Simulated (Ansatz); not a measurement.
# SiC3: a trial structure relaxed, part 2 of 2

Where does this trial cell of SiC3 go when cell and atoms are let free?

Ansatz 0.2.0; DFT PBE, scalar-relativistic, plane waves, PAW. The steps go on from the part before.

### 5 Coarse relaxation, continued

The end of the coarse run is made exact in the group found at a tolerance of 0.06 Å and reduced to its primitive cell.

input.yaml reads:

```yaml
crystal:
  lattice:
    - [3.1853029468, 0.0, 0.0]
    - [0.0, 3.1853029468, 0.0]
    - [0.0, 0.0, 3.1853029468]
  atoms:
    - { symbol: Si, position: [0.5, 0.5, 0.5] }
    - { symbol: C, position: [0.0, 0.0, 0.5] }
    - { symbol: C, position: [0.5, 0.0, 0.0] }
    - { symbol: C, position: [0.0, 0.5, 0.0] }
basis:
  ecutwfc: 420
kpoints:
  mp_grid: { grid: [6, 6, 6] }
hamiltonian:
  xc: pbe
scf:
  occupations: { method: gaussian, width: 0.1 }
  lower_state_search: "off"
output:
  forces: true
  stress: true
  eigenvalues: true
relax:
  adjacent_minimum: "off"
  f_tol: 0.04
  max_steps: 70
  cell: { stress_tol: 0.4 }
```

The run is started by

```console
ansatz run input.yaml --threads 1 --pin off --max-ram 2560MiB --backend cpu --events-out ev --progress --plain --runs-dir out
```

Log (excerpt; [...] marks lines left out):

```text
[...]
relax step   4: F+E_penalty+E_count = -1375.98628806 eV  Δ(F+E_penalty+E_count) = -2.508e-3 eV  max|allowed force component| = 3.648e-30 eV/Å  Δτ_max = 0.0000 Å  P = +0.177 GPa  Ω = 33.148 Å³  stress off target by 1.77e-1 GPa  SCF on the basis re-selected at this cell (its energy is not [...]
SCF converged after 6 iterations
Free energy (F): -1375.986288 eV
[...]
E sigma→0 (E₀):  -1375.979811 eV
[...]
    - [-1.4123486258839729e-33, 3.2123187413857934, 5.135813185032629e-34]
    - [0.0, 5.135813185032629e-34, 3.2123187413857934]
  atoms:
    - { symbol: Si, position: [0.49999999999999994, 0.49999999999999994, 0.49999999999999994] }
    - { symbol: C, position: [-5.4149454177106735e-48, 5.038583918478548e-35, 0.49999999999999994] }
    - { symbol: C, position: [0.49999999999999994, 1.0077167836952574e-35, 4.0308671347825316e-35] }
    - { symbol: C, position: [1.6123468539129188e-34, 0.49999999999999994, 4.030867134782474e-35] }
```

It took 4.2 s on 1 thread of Intel Xeon at 2.70GHz, shared host; peak memory 0.31 GiB.

### 6 Spin check on a coarse mesh

input.yaml reads:

```yaml
crystal:
  lattice:
    - [3.2123187414, 0.0, 0.0]
    - [0.0, 3.2123187414, 0.0]
    - [0.0, 0.0, 3.2123187414]
  atoms:
    - { symbol: Si, position: [0.5, 0.5, 0.5] }
    - { symbol: C, position: [0.0, 0.0, 0.5], spin: 1.0 }
    - { symbol: C, position: [0.5, 0.0, 0.0], spin: 1.0 }
    - { symbol: C, position: [0.0, 0.5, 0.0], spin: 1.0 }
basis:
  ecutwfc: 420
kpoints:
  mp_grid: { grid: [6, 6, 6] }
hamiltonian:
  xc: pbe
scf:
  occupations: { method: gaussian, width: 0.1 }
  lower_state_search: "off"
output:
  forces: true
  stress: true
  eigenvalues: true
  populations: true
magnetization:
  spin_polarized: true
```

The run is started by

```console
ansatz run input.yaml --threads 1 --pin off --max-ram 2560MiB --backend cpu --events-out ev --progress --plain --runs-dir out
```

Log (excerpt; [...] marks lines left out):

```text
[...]
SCF converged after 18 iterations
Magnetization: 0.0000 μB (8.0000 up, 8.0000 down)
Absolute magnetization: 0.0000 μB (∫|ρ↑−ρ↓|, with the PAW one-centre terms)
Spin contamination: 0.0000 ħ² per cell (⟨S²⟩ above its minimum at these occupations)
[...]
--- Band table (eV; the first three rows and the last of 40) ---
  k-point 0 ↑: bands = ["-6.4246", "4.9197", "4.9197", "5.1765", "5.1765", "5.1765", "10.2880", "12.9596", "12.9596", "12.9596", "15.3669", "15.3669", "15.3669", "21.4976"]
[...]
--- Löwdin populations: 4 sites ---
  site symbol       q [e]    m [muB]
     0     Si      2.9101     0.0000
     1      C      4.2965     0.0000
     2      C      4.2965     0.0000
     3      C      4.2965     0.0000
  spilling = 0.012530 (of n_electrons = 16.000000)
```

It took 3.8 s on 1 thread of Intel Xeon at 2.70GHz, shared host; peak memory 0.3 GiB.

Site by site:

```csv
atom,Löwdin electrons
Si1,2.91
C2,4.30
C3,4.30
C4,4.30
```

The Löwdin counts miss 0.20 of the 16 electrons, which the atomic orbitals do not span, so they are no charges.

The same cell is solved with trial moments on C. The largest site moment that stays is 0.00 μB and the cell's total 0.00 μB. The workflow keeps spin only above 0.25 μB on a site, so the next run goes without spin.

### 7 Final relaxation

The end of the coarse run is made exact in the group found at a tolerance of 0.06 Å and reduced to its primitive cell.

input.yaml reads:

```yaml
crystal:
  lattice:
    - [3.2123187414, 0.0, 0.0]
    - [0.0, 3.2123187414, 0.0]
    - [0.0, 0.0, 3.2123187414]
  atoms:
    - { symbol: Si, position: [0.5, 0.5, 0.5] }
    - { symbol: C, position: [0.0, 0.0, 0.5] }
    - { symbol: C, position: [0.5, 0.0, 0.0] }
    - { symbol: C, position: [0.0, 0.5, 0.0] }
basis:
  ecutwfc: 420
kpoints:
  mp_grid: { grid: [14, 14, 14] }
hamiltonian:
  xc: pbe
scf:
  occupations: { method: gaussian, width: 0.1 }
output:
  forces: true
  stress: true
  eigenvalues: true
relax:
  adjacent_minimum: "off"
  f_tol: 0.01
  max_steps: 80
  cell: { stress_tol: 0.05 }
```

The run is started by

```console
ansatz run input.yaml --threads 1 --pin off --max-ram 2560MiB --backend cpu --events-out ev --progress --plain --runs-dir out
```

Log:

```text
Warning: RAYON_NUM_THREADS=1 ignored (pool sized by the plan → 1); use --threads N
Engine: ansatz 0.2.0, x86_64-unknown-linux-gnu
Pseudopotentials: kind: paw
Pseudopotential: Si, paw, valence charge 4, recommended cutoff 420 eV (normal), Si.paw.azcp
Pseudopotential: C, paw, valence charge 4, recommended cutoff 420 eV (normal), C.paw.azcp
Functional definition: PBE
  parameter kappa = 0.804
  parameter beta = 0.06672455060314922
  exchange = pbe_x(kappa = kappa, mu = beta*pi^2/3)
  correlation = pbe_c(beta = beta)
Crystal: 4 atoms, lattice volume = 33.148 Å³
Basis set: ecut = 420 eV, 619 PW (Γ), exchange–correlation on 48×48×48 points (8 copies of the dense FFT grid, shifted against one another)
Bands: 12, of which v1, the nominal top of the filled ones, is band 8 counted from 1 (7 counted from 0)
Symmetry: 48 space group operations
Space group: Pm-3m (ITA 221), of the structure as read, at distance tolerance 3.2e-5 Å
k-points: 120 of 2744
Non-local potential: Si, projectors of the file, l = 0: 2, l = 1: 2, l = 2: 2
Non-local potential: C, projectors of the file, l = 0: 2, l = 1: 2, l = 2: 1
PAW form: soft (Blöchl's): semilocal exchange-correlation on the pseudo side does not see the compensation charge
PAW one-centre angular grid: Si, 110 points (default); XC on 64 Gauss nodes
PAW one-centre angular grid: C, 110 points (default); XC on 64 Gauss nodes
Initial density: superposition of atomic densities (neutral atoms: chi_scale 0, normalization atom), corrected by the library's trained network
Initial wavefunctions: pseudopotential atomic-orbital guess
Functional: x = pbe(κ = 0.804, μ = 0.2195149727645171), c = pbe(β = 0.06672455060314922)
SCF iter   1: F=—  HF=-1376.009894 eV  |F-HF|=—  |Δ(HF+E_count)|=         —  Δρ=5.71e-3  dr2=8.34e-3  ethr=1.77e-3  ⟨swp⟩=5.3  Hψ=8533  notcnv=0
preconditioner: auto → none  [metal: Δε(μ)=0.018 eV  Ē_g=9.359 eV  σ=0.100 eV  W_gap=0.10  n_scr=6 (ndim 8)  ℏωp=25.8 eV  f_vac=0.000  D(μ)=1.46/eV (n_scr^D=18)  sad-step TF]
SCF iter   2: F=—  HF=-1376.009041 eV  |F-HF|=—  |Δ(HF+E_count)|=   8.53e-4  Δρ=3.16e-3  dr2=2.85e-3  ethr=5.21e-5  ⟨swp⟩=1.0  Hψ=2401  notcnv=0
SCF iter   3: F=—  HF=-1376.008614 eV  |F-HF|=—  |Δ(HF+E_count)|=   4.26e-4  Δρ=3.06e-4  dr2=4.32e-5  ethr=1.78e-5  ⟨swp⟩=2.6  Hψ=2367  notcnv=0
SCF iter   4: F=—  HF=-1376.008598 eV  |F-HF|=—  |Δ(HF+E_count)|=   1.69e-5  Δρ=7.69e-5  dr2=7.46e-7  ethr=2.70e-7  ⟨swp⟩=2.4  Hψ=2344  notcnv=0
iter 5 did not close the SCF: its close was put off for the readings that it lacked (scf_convergence_deferred on its scf_iter line)
SCF iter   5: F=-1376.008598 eV  HF=-1376.008598 eV  |F-HF|=4.95e-10  |Δ(HF+E_count)|=   9.67e-7  Δρ=1.03e-5  dr2=2.63e-8  ethr=4.66e-9  ⟨swp⟩=2.1  Hψ=2279  notcnv=0
SCF iter   6: F=-1376.008599 eV  HF=-1376.008599 eV  |F-HF|=7.12e-11  |Δ(HF+E_count)|=   8.66e-9  Δρ=5.75e-7  dr2=1.24e-10  ethr=1.64e-10  ⟨swp⟩=2.0  Hψ=4860  notcnv=0
SCF 1 converged in 6 iterations: F = -1376.008599 eV  dr2 = 1.24e-10
relax step   1: F+E_penalty+E_count = -1376.00859851 eV  Δ(F+E_penalty+E_count) = +0.000e0 eV  max|allowed force component| = 1.044e-30 eV/Å  Δτ_max = 0.0000 Å  P = -1.575 GPa  Ω = 33.148 Å³  (6 SCF iters, dr2 threshold 1.00e-7 eV, accepted)
Crystal: 4 atoms, lattice volume = 32.982 Å³
Initial density: handed on by an earlier stage of this run
Initial wavefunctions: those handed on with the density
iter 1 solved again at ethr=4.90e-7 eV; its pass at ethr=3.10e-3 eV (dr2=7.85e-5 eV) is discarded
SCF iter   1: F=—  HF=-1376.010286 eV  |F-HF|=—  |Δ(HF+E_count)|=         —  Δρ=4.91e-4  dr2=7.65e-5  ethr=4.90e-7  ⟨swp⟩=1.5  Hψ=9258  notcnv=0
preconditioner: auto → none  [metal: Δε(μ)=0.020 eV  Ē_g=9.386 eV  σ=0.100 eV  W_gap=0.11  n_scr=6 (ndim 8)  ℏωp=25.9 eV  f_vac=0.000  D(μ)=1.49/eV (n_scr^D=18)]
SCF iter   2: F=—  HF=-1376.010254 eV  |F-HF|=—  |Δ(HF+E_count)|=   3.17e-5  Δρ=1.45e-4  dr2=6.20e-6  ethr=4.78e-7  ⟨swp⟩=2.2  Hψ=2396  notcnv=0
iter 3 did not close the SCF: its close was put off for the readings that it lacked (scf_convergence_deferred on its scf_iter line)
SCF iter   3: F=-1376.010253 eV  HF=-1376.010253 eV  |F-HF|=2.13e-8  |Δ(HF+E_count)|=   1.54e-6  Δρ=2.04e-5  dr2=8.84e-8  ethr=3.87e-8  ⟨swp⟩=2.3  Hψ=2410  notcnv=0
iter 4 did not close the SCF: its close was put off for the readings that it lacked (scf_convergence_deferred on its scf_iter line)
SCF iter   4: F=-1376.010253 eV  HF=-1376.010253 eV  |F-HF|=4.52e-9  |Δ(HF+E_count)|=   3.25e-8  Δρ=6.11e-6  dr2=4.31e-9  ethr=5.52e-10  ⟨swp⟩=2.2  Hψ=2403  notcnv=0
iter 5 did not close the SCF: its close was put off for the readings that it lacked (scf_convergence_deferred on its scf_iter line)
SCF iter   5: F=-1376.010253 eV  HF=-1376.010253 eV  |F-HF|=1.36e-12  |Δ(HF+E_count)|=   4.83e-9  Δρ=2.46e-7  dr2=7.01e-12  ethr=2.69e-11  ⟨swp⟩=2.4  Hψ=2383  notcnv=0
SCF iter   6: F=-1376.010253 eV  HF=-1376.010253 eV  |F-HF|=4.55e-13  |Δ(HF+E_count)|=  5.00e-12  Δρ=1.63e-8  dr2=7.87e-14  ethr=1.00e-12  ⟨swp⟩=1.0  Hψ=3360  notcnv=0
SCF 2 converged in 6 iterations: F = -1376.010253 eV  dr2 = 7.87e-14
relax step   2: F+E_penalty+E_count = -1376.01025279 eV  Δ(F+E_penalty+E_count) = -1.654e-3 eV  max|allowed force component| = 4.898e-30 eV/Å  Δτ_max = 0.0000 Å  P = -0.749 GPa  Ω = 32.982 Å³  energy of the carried Pulay correction = +4.508e-4 eV  (6 SCF iters, dr2 threshold 4.00e-7 eV, accepted)
Crystal: 4 atoms, lattice volume = 32.833 Å³
iter 1 solved again at ethr=4.11e-7 eV; its pass at ethr=3.10e-3 eV (dr2=6.57e-5 eV) is discarded
SCF iter   1: F=—  HF=-1376.011035 eV  |F-HF|=—  |Δ(HF+E_count)|=         —  Δρ=4.51e-4  dr2=6.41e-5  ethr=4.11e-7  ⟨swp⟩=1.4  Hψ=9213  notcnv=0
preconditioner: auto → none  [metal: Δε(μ)=0.032 eV  Ē_g=9.420 eV  σ=0.100 eV  W_gap=0.18  n_scr=6 (ndim 8)  ℏωp=25.9 eV  f_vac=0.000  D(μ)=1.46/eV (n_scr^D=18)]
SCF iter   2: F=—  HF=-1376.011006 eV  |F-HF|=—  |Δ(HF+E_count)|=   2.93e-5  Δρ=1.33e-4  dr2=5.22e-6  ethr=4.01e-7  ⟨swp⟩=2.2  Hψ=2406  notcnv=0
iter 3 did not close the SCF: its close was put off for the readings that it lacked (scf_convergence_deferred on its scf_iter line)
SCF iter   3: F=-1376.011004 eV  HF=-1376.011004 eV  |F-HF|=1.87e-8  |Δ(HF+E_count)|=   1.30e-6  Δρ=1.84e-5  dr2=7.03e-8  ethr=3.26e-8  ⟨swp⟩=2.3  Hψ=2403  notcnv=0
iter 4 did not close the SCF: its close was put off for the readings that it lacked (scf_convergence_deferred on its scf_iter line)
SCF iter   4: F=-1376.011004 eV  HF=-1376.011004 eV  |F-HF|=3.63e-9  |Δ(HF+E_count)|=   2.73e-8  Δρ=5.47e-6  dr2=3.42e-9  ethr=4.39e-10  ⟨swp⟩=2.3  Hψ=2401  notcnv=0
iter 5 did not close the SCF: its close was put off for the readings that it lacked (scf_convergence_deferred on its scf_iter line)
SCF iter   5: F=-1376.011004 eV  HF=-1376.011004 eV  |F-HF|=1.36e-12  |Δ(HF+E_count)|=   3.87e-9  Δρ=2.23e-7  dr2=5.63e-12  ethr=2.14e-11  ⟨swp⟩=2.4  Hψ=2387  notcnv=0
SCF iter   6: F=-1376.011004 eV  HF=-1376.011004 eV  |F-HF|=2.27e-13  |Δ(HF+E_count)|=  5.00e-12  Δρ=1.42e-8  dr2=5.75e-14  ethr=1.00e-12  ⟨swp⟩=1.0  Hψ=3360  notcnv=0
SCF 3 converged in 6 iterations: F = -1376.011004 eV  dr2 = 5.75e-14
relax step   3: F+E_penalty+E_count = -1376.01100446 eV  Δ(F+E_penalty+E_count) = -7.517e-4 eV  max|allowed force component| = 1.356e-30 eV/Å  Δτ_max = 0.0000 Å  P = +0.008 GPa  Ω = 32.833 Å³  energy of the carried Pulay correction = +8.573e-4 eV  (6 SCF iters, dr2 threshold 4.00e-7 eV, accepted)
Initial wavefunctions: pseudopotential atomic-orbital guess (no wavefunctions were taken with the density)
iter 1 solved again at ethr=7.52e-8 eV; its pass at ethr=3.10e-3 eV (dr2=1.20e-5 eV) is discarded
SCF iter   1: F=—  HF=-1376.010219 eV  |F-HF|=—  |Δ(HF+E_count)|=         —  Δρ=4.46e-5  dr2=1.10e-7  ethr=7.52e-8  ⟨swp⟩=3.0  Hψ=12691  notcnv=0
preconditioner: auto → none  [metal: Δε(μ)=0.020 eV  Ē_g=9.418 eV  σ=0.100 eV  W_gap=0.11  n_scr=6 (ndim 8)  ℏωp=25.9 eV  f_vac=0.000  D(μ)=1.46/eV (n_scr^D=18)]
SCF iter   2: F=—  HF=-1376.010209 eV  |F-HF|=—  |Δ(HF+E_count)|=   1.01e-5  Δρ=2.18e-5  dr2=1.99e-8  ethr=6.84e-10  ⟨swp⟩=2.5  Hψ=2376  notcnv=0
SCF iter   3: F=—  HF=-1376.010209 eV  |F-HF|=—  |Δ(HF+E_count)|=   5.72e-8  Δρ=3.58e-6  dr2=7.92e-10  ethr=1.24e-10  ⟨swp⟩=2.1  Hψ=2309  notcnv=0
iter 4 did not close the SCF: its close was put off for the readings that it lacked (scf_convergence_deferred on its scf_iter line)
SCF iter   4: F=-1376.010209 eV  HF=-1376.010209 eV  |F-HF|=1.77e-11  |Δ(HF+E_count)|=   1.64e-9  Δρ=4.51e-7  dr2=1.82e-11  ethr=4.95e-12  ⟨swp⟩=2.0  Hψ=2372  notcnv=0
iter 5 did not close the SCF: its close was put off for the readings that it lacked (scf_convergence_deferred on its scf_iter line)
SCF iter   5: F=-1376.010209 eV  HF=-1376.010209 eV  |F-HF|=9.09e-13  |Δ(HF+E_count)|=  2.00e-11  Δρ=3.23e-8  dr2=9.72e-14  ethr=1.00e-12  ⟨swp⟩=1.0  Hψ=1440  notcnv=0
iter 6 did not close the SCF: its close was put off for the readings that it lacked (scf_convergence_deferred on its scf_iter line)
SCF iter   6: F=-1376.010209 eV  HF=-1376.010209 eV  |F-HF|=0.00e0  |Δ(HF+E_count)|=  4.55e-13  Δρ=6.57e-9  dr2=3.51e-15  ethr=1.00e-12  ⟨swp⟩=1.0  Hψ=1440  notcnv=0
iter 7 did not close the SCF: its close was put off for the readings that it lacked (scf_convergence_deferred on its scf_iter line)
SCF iter   7: F=-1376.010209 eV  HF=-1376.010209 eV  |F-HF|=0.00e0  |Δ(HF+E_count)|=    0.00e0  Δρ=6.85e-10  dr2=1.41e-16  ethr=1.00e-12  ⟨swp⟩=1.0  Hψ=1440  notcnv=0
SCF iter   8: F=-1376.010209 eV  HF=-1376.010209 eV  |F-HF|=4.55e-13  |Δ(HF+E_count)|=  2.27e-13  Δρ=5.65e-11  dr2=1.05e-18  ethr=1.00e-12  ⟨swp⟩=1.0  Hψ=3361  notcnv=0
SCF 4 converged in 8 iterations: F = -1376.010209 eV  dr2 = 1.05e-18
relax step   4: F+E_penalty+E_count = -1376.01020890 eV  Δ(F+E_penalty+E_count) = +7.956e-4 eV  max|allowed force component| = 3.246e-31 eV/Å  Δτ_max = 0.0000 Å  P = -0.031 GPa  Ω = 32.833 Å³  stress off target by 3.14e-2 GPa  SCF on the basis re-selected at this cell (its energy is not comparable with the rows above)  (8 SCF iters)
basis re-selected at this cell: Δ(F+E_penalty+E_count) = +7.956e-4 eV, ΔP = -0.039 GPa vs the last step (what re-selecting the basis moved, of the pressure what is left beyond the Pulay correction that the steps carried, after the strain that the cell walked since its last selection, with what the two solves' SCF thresholds leave and, on support functions, any second-order correction that the steps lacked; it is no measure of the basis error at this ecutwfc). This SCF's stress stands 3.14e-2 GPa from its target on what of the cell is left free (relax.cell.stress_tol is 5.00e-2 GPa) and its largest allowed force component is 3.25e-31 eV/Å (relax.f_tol is 1.00e-2 eV/Å): within both
SCF converged after 8 iterations
Free energy (F): -1376.010209 eV
Harris-Foulkes:  -1376.010209 eV  (|F-HF|=4.55e-13)
Internal energy: -1376.002927 eV  (E = F + TS)
E sigma→0 (E₀):  -1376.006568 eV
Entropy (-TS):   -0.007282 eV (-1.821 meV/atom)
Fermi energy:    11.939957 eV
--- Per-component energies (eV) ---
  E_band       = 77.289383
  E_kinetic    = 284.999158
  E_local      = -138.195487  (includes V_loc(G=0)·N_el)
  E_nonlocal   = 108.802591
  E_hartree    = 29.688972
  E_xc         = -196.920757
  E_vxc        = -222.361873  (∫ρ·V_xc dr)
  E_paw        = -804.611441  (= ΣΔE_a)
  E_vpaw       = -15.332964  (= ΣTr[D̂ρ^β])
  E_aug_tail   = 0.000012  (compensation charges beyond the density's cutoff)
  E_ewald      = -659.765976
  E_smearing   = -0.007282  (= −TS)
  E_closure    = 0.000000  (closes the sum)
  Σ components = -1376.010209   (vs F -1376.010209, Δ=0.00e0)
--- Forces (eV/Å), atoms counted from 1 ---
  atom   1  Si     0.00000000     0.00000000     0.00000000
  atom   2  C     -0.00000000     0.00000000     0.00000000
  atom   3  C     -0.00000000    -0.00000000     0.00000000
  atom   4  C      0.00000000     0.00000000    -0.00000000
  max |Σ_I F_I| component: 1.04e-30 eV/Å
--- Stress (GPa, compression-positive) ---
       -0.031398      -0.000000      -0.000000
       -0.000000      -0.031398      -0.000000
       -0.000000      -0.000000      -0.031398
  P = ⅓ Tr σ = -0.0314 GPa (-0.314 kbar)
--- Band table (eV; the first three rows and the last of 120) ---
  k-point 0: bands = ["-6.3899", "5.0658", "5.0658", "5.2579", "5.2579", "5.2579", "10.4806", "13.1104", "13.1104", "13.1104", "15.5318", "15.5318"]
  k-point 1: bands = ["-6.3252", "3.8365", "5.1092", "5.3200", "5.3200", "6.3462", "10.7439", "12.9158", "12.9907", "12.9907", "15.3619", "15.4262"]
  k-point 2: bands = ["-6.1312", "2.4845", "5.2371", "5.5059", "5.5059", "7.2788", "11.5210", "12.4046", "12.5937", "12.5937", "14.9030", "15.2438"]
  k-point 119: bands = ["1.7433", "1.7433", "1.7433", "3.1542", "3.1542", "3.1542", "3.8187", "6.3346", "16.8903", "16.8903", "16.8903", "17.3898"]
--- Relaxed structure (3 steps of the walk, 3 accepted, 1 SCFs on fresh bases) ---
  F+E_penalty+E_count = -1376.01020890 eV   max|allowed force component| = 3.246e-31 eV/Å   (the final SCF, on the basis selected at the relaxed cell)
  cell:  # Å, volume = 32.8333 Å³
    - [3.2021239473165415, 5.175936725540696e-34, 5.216060266048763e-34]
    - [5.175936725540696e-34, 3.2021239473165415, -8.024708101613482e-36]
    - [5.216060266048763e-34, 0.0, 3.2021239473165415]
  atoms:
    - { symbol: Si, position: [0.5, 0.5, 0.5] }
    - { symbol: C, position: [9.709429839559531e-37, -4.8791104687866234e-39, 0.5] }
    - { symbol: C, position: [0.5, -1.4149420369308858e-37, 8.552847072295026e-49] }
    - { symbol: C, position: [8.343278907373346e-37, 0.5, 8.521107991362681e-49] }
```

Run time: 17 s. Hardware: 1 thread of Intel Xeon at 2.70GHz, shared host; peak memory 0.36 GiB.

Relaxation path:

```csv
step,energy from step 1 (eV/cell),largest force component (eV/Å),pressure (GPa),volume (Å³)
1,0.0000,0.0000,-1.57,33.15
2,-0.0017,0.0000,-0.75,32.98
3,-0.0024,0.0000,0.01,32.83
4,-0.0016,0.0000,-0.03,32.83
```

Step 1 is the start. Step 4 repeats the geometry before it on a plane-wave basis chosen anew for that cell, so its energy need not be comparable with the rows above.

|  | before | after | change |
| --- | --- | --- | --- |
| a (Å) | 3.212 | 3.202 | -0.3 % |
| b (Å) | 3.212 | 3.202 | -0.3 % |
| c (Å) | 3.212 | 3.202 | -0.3 % |
| volume (Å³/atom) | 8.29 | 8.21 | -0.9 % |
| shortest distance (Å) | 2.271 | 2.264 | -0.3 % |
| space group (0.01 Å) | Pm-3m | Pm-3m | same |

Forces and stress were held to the start's 48 operations: a distortion of lower symmetry was not tested.

### 8 Variant: pseudopotentials.kind nc, pseudopotentials.accuracy standard

input.yaml reads:

```yaml
crystal:
  lattice:
    - [3.2021239473, 0.0, 0.0]
    - [0.0, 3.2021239473, 0.0]
    - [0.0, 0.0, 3.2021239473]
  atoms:
    - { symbol: Si, position: [0.5, 0.5, 0.5] }
    - { symbol: C, position: [0.0, 0.0, 0.5] }
    - { symbol: C, position: [0.5, 0.0, 0.0] }
    - { symbol: C, position: [0.0, 0.5, 0.0] }
basis:
  ecutwfc: 420
kpoints:
  mp_grid: { grid: [14, 14, 14] }
hamiltonian:
  xc: pbe
  pseudopotentials: { kind: nc, accuracy: standard }
scf:
  occupations: { method: gaussian, width: 0.1 }
output:
  forces: true
  eigenvalues: true
  stress: true
```

The run is started by

```console
ansatz run input.yaml --threads 1 --pin off --max-ram 2560MiB --backend cpu --events-out ev --progress --plain --runs-dir out
```

Log (excerpt; [...] marks lines left out):

```text
Warning: basis.ecutwfc = 420 eV is below the records' recommended 1115.666836 eV, and the density's cutoff is lower with it unless basis.ecutrho_ratio is high enough to keep the records' density cutoff: compare with a run at a higher cutoff
Warning: RAYON_NUM_THREADS=1 ignored (pool sized by the plan → 1); use --threads N
[...]
Pseudopotentials: kind: nc
Pseudopotential: Si, nc, valence charge 4, recommended cutoff 489.804952 eV (normal), Si.nc.azcp (PseudoDojo's, or run here from an input of PseudoDojo's; its table is named by hamiltonian.pseudopotentials.accuracy)
[...]
  atom   1  Si     0.00000000    -0.00000000    -0.00000000
  atom   2  C      0.00000000     0.00000000    -0.00000000
  atom   3  C      0.00000000    -0.00000000     0.00000000
  atom   4  C      0.00000000    -0.00000000     0.00000000
[...]
--- Stress (GPa, compression-positive) ---
        7.925492      -0.000000       0.000000
       -0.000000       7.925492       0.000000
       -0.000000       0.000000       7.925492
  P = ⅓ Tr σ = 7.9255 GPa (79.255 kbar)
--- Band table (eV; the first three rows and the last of 120) ---
  k-point 0: bands = ["-6.3746", "5.1253", "5.1253", "5.4733", "5.4733", "5.4733", "10.6043", "13.5888", "13.5888", "13.5888", "15.9586", "15.9586"]
[...]
```

It took 3.6 s on 1 thread of Intel Xeon at 2.70GHz, shared host; peak memory 0.3 GiB.

| run | ending | energy change | pressure (GPa) | gap (eV) | force (eV/Å) | cycles | time |
| --- | --- | --- | --- | --- | --- | --- | --- |
| step 7 | converged | - | 0.0 | 0.00 | 0.00 | - | 17 s |
| variant | converged | not comparable | 7.9 | 0.00 | 0.00 | 7 | 3.6 s |

Total energies don't compare across a change of potentials; the pressure goes from 0.0 to 7.9 GPa. The cutoff is far under what these potentials recommend, so these values carry a basis error that can be large.

### 9 Results

The summary covers parts 1 to 2. Changes of volume or cell count from the first structure of part 1.

```
                              quantity                                                                      value
symmetry at the end (tolerance 0.05 Å)                                                space group Pm-3m (No. 221)
                     conventional cell  a = 3.202 Å, b = 3.202 Å, c = 3.202 Å, α = 90.00°, β = 90.00°, γ = 90.00°
                                volume                                                               8.21 Å³/atom
              energy over the elements                                                              +3.16 eV/atom
                       gap on the mesh                                                               none (metal)
```

What this shows: The space group Pm-3m (No. 221) is kept, and the volume per atom shrinks by 38.8 % from the first guess. The formation energy is positive, so the separate elements lie lower. No finished test with a distortion of lower symmetry is shown, so the end may be a saddle point. Other magnetic orders were not searched.
